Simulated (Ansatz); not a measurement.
GaN in the wurtzite structure: a single-point calculation in Ansatz (r2SCAN). The cell was relaxed beforehand with r2SCAN.

Input (YAML):
```yaml
crystal:
  lattice:
    - [3.1831494038, 0.0, 0.0]
    - [-1.5915747019, 2.7566882477, 0.0]
    - [0.0, 0.0, 5.1836255107]
  atoms:
    - { symbol: Ga, position: [0.3333333333, 0.6666666667, -0.0008868064] }
    - { symbol: Ga, position: [0.6666666667, 0.3333333333, 0.4991131936] }
    - { symbol: "N", position: [0.3333333333, 0.6666666667, 0.3758868064] }
    - { symbol: "N", position: [0.6666666667, 0.3333333333, 0.8758868064] }
kpoints:
  mp_grid: { grid: [12, 12, 6] }
  band_path:
    path:
      - [0.0, 0.0, 0.0]
      - [0.5, 0.0, 0.0]
      - [0.3333333333, 0.3333333333, 0.0]
      - [0.0, 0.0, 0.5]
      - [0.5, 0.0, 0.5]
      - [0.3333333333, 0.3333333333, 0.5]
    npoints: 1
hamiltonian:
  xc: r2scan
scf:
  occupations: { method: fixed }
  n_extra_bands: 5
output:
  forces: true
  stress: true
  eigenvalues: true
```

Command: `ansatz run input.yaml --threads 4 --pin off --max-ram 7372MiB --backend cpu --events-out ev --progress --plain --runs-dir out`. It took 6.1 s on 4 threads of Arm Neoverse V1 (shared host), load about 0.8 per core; peak host memory 0.5 GiB.

Abridged output:
```
Pseudopotential: Ga, paw, valence charge 13, recommended cutoff 500 eV (meta_gga)
Pseudopotential: N, paw, valence charge 5, recommended cutoff 500 eV (meta_gga)
Functional definition: r2SCAN
Crystal: 4 atoms, lattice volume = 45.486 Å³
Basis set: ecut = 500 eV, 1129 PW (Γ)
Bands: 23, of which v1, the nominal top of the filled ones, is band 18 counted from 1 (17 counted from 0)
Symmetry: 12 space group operations
Space group: P63mc (ITA 186)
k-points: 76 of 864 (time reversal used)
SCF 1 converged in 8 iterations: F = -8352.774451 eV  dr2 = 3.09e-8
NSCF: frozen V_eff on 6 k-points
SCF converged after 8 iterations
Free energy (F): -8352.774451 eV
Fermi energy:    9.486124 eV
--- Stress (GPa, compression-positive) ---
       -0.006587       0.000000       0.000000
        0.000000      -0.006587       0.000000
        0.000000       0.000000       0.001468
  P = ⅓ Tr σ = -0.0039 GPa (-0.039 kbar)
--- Band table (eV; the first three rows and the last of 76) ---
  k-point 0: bands = […, 2.2937, 8.4187, 8.4187, 9.4501, 9.4861, 9.4861, 11.8367, 14.3204, 19.4569, 20.0857, …]
  k-point 1: bands = […, 2.7948, 8.4870, 8.4870, 8.6490, 9.4114, 9.4114, 12.5109, 14.3737, 19.2497, 20.1148, …]
  k-point 2: bands = […, 4.0160, 7.1696, 8.6758, 8.6758, 9.2096, 9.2096, 13.5536, 14.4514, 18.8223, 19.2549, …]
  k-point 75: bands = […, 3.2348, 3.2348, 5.1876, 5.1876, 7.9612, 7.9612, 16.5185, 16.5185, 17.3668, 17.3668, …]
```

The rows of the band table are 0: (0, 0, 0) = Γ, 1: (0, 0, 1/6), 2: (0, 0, 1/3), 75: (1/3, 1/3, -1/2) = H.

The file bands.tsv (bands near the Fermi energy, numbered from 0, rounded):
```tsv
# k_distance	band_13	band_14	band_15	band_16	band_17	band_18	band_19	band_20	band_21
# fermi_ev = 9.486124
# [0, 0, 0] at k_distance = 0.000000
# [0.5, 0, 0] at k_distance = 1.139626
# [0.3333333333, 0.3333333333, 0] at k_distance = 1.797589
# [0, 0, 0.5] at k_distance = 3.246372
# [0.5, 0, 0.5] at k_distance = 4.385997
# [0.3333333333, 0.3333333333, 0.5] at k_distance = 5.043961
# levels_relative_to = fermi_ev
0.000	-1.067	-1.067	-0.036	0.000	0.000	2.351	4.834	9.971	10.600
1.140	-5.391	-4.295	-2.834	-2.240	-1.032	5.591	6.136	6.564	9.378
1.798	-5.419	-5.414	-3.048	-3.048	-2.803	5.605	8.551	8.551	9.067
3.246	-3.929	-0.547	-0.547	-0.547	-0.547	4.780	4.780	9.196	9.196
4.386	-6.717	-2.006	-2.006	-1.951	-1.951	4.903	4.903	8.437	8.437
5.044	-6.251	-4.298	-4.298	-1.525	-1.525	7.032	7.032	7.881	7.881
```
In order the rows are Γ, M, K, A, L, H.

r2SCAN gives a direct gap of 2.35 eV at Γ. Edges are sought over the mesh and the listed points. The mean stress is close to zero (0.00 GPa).

(Simulation; spin polarisation is off.)
